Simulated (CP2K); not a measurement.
A run of CP2K 2026.2 is set up as follows.

File bn_bands.inp:

```
&GLOBAL
  PROJECT bn_bands
  RUN_TYPE ENERGY_FORCE
  PRINT_LEVEL LOW
&END GLOBAL
&FORCE_EVAL
  METHOD QS
  STRESS_TENSOR ANALYTICAL
  &DFT
    BASIS_SET_FILE_NAME BASIS_MOLOPT_UZH
    POTENTIAL_FILE_NAME GTH_POTENTIALS
    &MGRID
      CUTOFF 450
      REL_CUTOFF 60
      NGRIDS 5
    &END MGRID
    &QS
      METHOD GPW
      EPS_DEFAULT 1.0E-10
    &END QS
    &KPOINTS
      SCHEME MONKHORST-PACK 13 13 13
      GAMMA_CENTERED T
      SYMMETRY T
      SYMMETRY_BACKEND SPGLIB
    &END KPOINTS
    &SCF
      SCF_GUESS ATOMIC
      EPS_SCF 1.0E-6
      MAX_SCF 100
      ADDED_MOS 10
      CHOLESKY OFF
      EPS_EIGVAL 1.0E-7
      &DIAGONALIZATION ON
        ALGORITHM STANDARD
      &END DIAGONALIZATION
      &MIXING ON
        METHOD BROYDEN_MIXING
        ALPHA 0.4
        BETA 1.5
        NBUFFER 8
      &END MIXING
      &SMEAR ON
        METHOD FERMI_DIRAC
        ELECTRONIC_TEMPERATURE [K] 580.226
      &END SMEAR
    &END SCF
    &XC
      &XC_FUNCTIONAL
        &GGA_X_B88
        &END GGA_X_B88
        &GGA_C_LYP
        &END GGA_C_LYP
      &END XC_FUNCTIONAL
    &END XC
    &PRINT
      &KPOINTS ON
      &END KPOINTS
      &MULLIKEN ON
      &END MULLIKEN
      &MO ON
        ENERGIES T
        OCCUPATION_NUMBERS T
        &EACH
          QS_SCF 0
        &END EACH
        ADD_LAST NUMERIC
      &END MO
      &LOWDIN ON
      &END LOWDIN
      &HIRSHFELD ON
        SHAPE_FUNCTION DENSITY
      &END HIRSHFELD
      &BAND_STRUCTURE
        FILE_NAME bands.bs
        ADDED_MOS 2
        &KPOINT_SET
          UNITS B_VECTOR
          NPOINTS 8
          SPECIAL_POINT GAMMA 0.00000000 0.00000000 0.00000000
          SPECIAL_POINT X 0.50000000 0.00000000 0.50000000
          SPECIAL_POINT W 0.50000000 0.25000000 0.75000000
          SPECIAL_POINT K 0.37500000 0.37500000 0.75000000
          SPECIAL_POINT GAMMA 0.00000000 0.00000000 0.00000000
          SPECIAL_POINT L 0.50000000 0.50000000 0.50000000
          SPECIAL_POINT U 0.62500000 0.25000000 0.62500000
          SPECIAL_POINT W 0.50000000 0.25000000 0.75000000
          SPECIAL_POINT L 0.50000000 0.50000000 0.50000000
          SPECIAL_POINT K 0.37500000 0.37500000 0.75000000
        &END KPOINT_SET
        &KPOINT_SET
          UNITS B_VECTOR
          NPOINTS 8
          SPECIAL_POINT U 0.62500000 0.25000000 0.62500000
          SPECIAL_POINT X 0.50000000 0.00000000 0.50000000
        &END KPOINT_SET
      &END BAND_STRUCTURE
    &END PRINT
  &END DFT
  &SUBSYS
    &CELL
      A 2.5639706028 0.0000000000 0.0000000000
      B 1.2819853014 2.2204636766 0.0000000000
      C 1.2819853014 0.7401545589 2.0934732308
      PERIODIC XYZ
    &END CELL
    &COORD
      SCALED
      N   0.2500000000 0.2500000000 0.2500000000
      B   0.0000000000 0.0000000000 0.0000000000
    &END COORD
    &KIND N
      BASIS_SET TZVP-MOLOPT-PBE-GTH-q5
      POTENTIAL GTH-BLYP-q5
    &END KIND
    &KIND B
      BASIS_SET TZVP-MOLOPT-PBE-GTH-q3
      POTENTIAL GTH-BLYP-q3
    &END KIND
    &PRINT
      &ATOMIC_COORDINATES ON
      &END ATOMIC_COORDINATES
      &CELL ON
      &END CELL
    &END PRINT
  &END SUBSYS
  &PRINT
    &FORCES ON
    &END FORCES
    &STRESS_TENSOR ON
    &END STRESS_TENSOR
  &END PRINT
&END FORCE_EVAL
```

Potentials or basis: GTH_POTENTIALS N GTH-BLYP-q5, B GTH-BLYP-q3; TZVP-MOLOPT-PBE-GTH basis.

Launch:

```sh
$ OMP_NUM_THREADS=1 cp2k.psmp -i bn_bands.inp -o bn_bands.out
```

**Question.** What does it give for the band gap along the path?

**Answer.** 4.90 eV, indirect (least direct gap 8.86 eV).

**Question.** What does it give for the Hirshfeld charges?

**Answer.** N -0.18; B +0.18 e.

Levels at the corners of the path, in eV from the valence-band top:
```csv
point,band 1,band 2,band 3,band 4,band 5,band 6,band 7,band 8,band 9
Γ,-19.92,0.00,0.00,0.00,8.86,8.86,8.86,10.81,27.07
X,-14.47,-8.68,-4.78,-4.78,4.90,9.62,17.76,17.76,20.87
W,-14.18,-7.41,-6.74,-6.28,9.92,13.36,14.64,14.71,19.34
K,-14.40,-7.92,-7.41,-3.98,7.28,13.06,15.79,16.62,18.85
Γ,-19.92,0.00,0.00,0.00,8.86,8.86,8.86,10.81,27.07
L,-15.81,-10.38,-1.90,-1.90,10.31,10.85,10.85,15.98,24.54
U,-14.40,-7.92,-7.41,-3.98,7.28,13.06,15.79,16.62,18.85
W,-14.18,-7.41,-6.74,-6.28,9.92,13.36,14.64,14.71,19.34
L,-15.81,-10.38,-1.90,-1.90,10.31,10.85,10.85,15.98,24.54
K,-14.40,-7.92,-7.41,-3.98,7.28,13.06,15.79,16.62,18.85
U,-14.40,-7.92,-7.41,-3.98,7.28,13.06,15.79,16.62,18.85
X,-14.47,-8.68,-4.78,-4.78,4.90,9.62,17.76,17.76,20.87
```

Caveat: the basis of atomic orbitals isn't converged, which shifts pressures, moduli and gaps.

**What was measured.**

A printed reference work, monograph reports, for a bulk crystal of BN at 300 K: band gap 6.4 eV (indirect).

Measured gap of BN: 6.4 eV (indirect; 300 K; a printed reference work, monograph). This calculation gives 4.90 eV (-1.50 eV). The value is that of BLYP in an atomic basis (GTH_POTENTIALS N GTH-BLYP-q5, B GTH-BLYP-q3; TZVP-MOLOPT-PBE-GTH basis), whose error adds to the functional's,, without temperature or zero-point motion. Semilocal functionals fall short of measured gaps as a rule. The cell is a database's relaxed one, not the measured one, which moves gaps too.
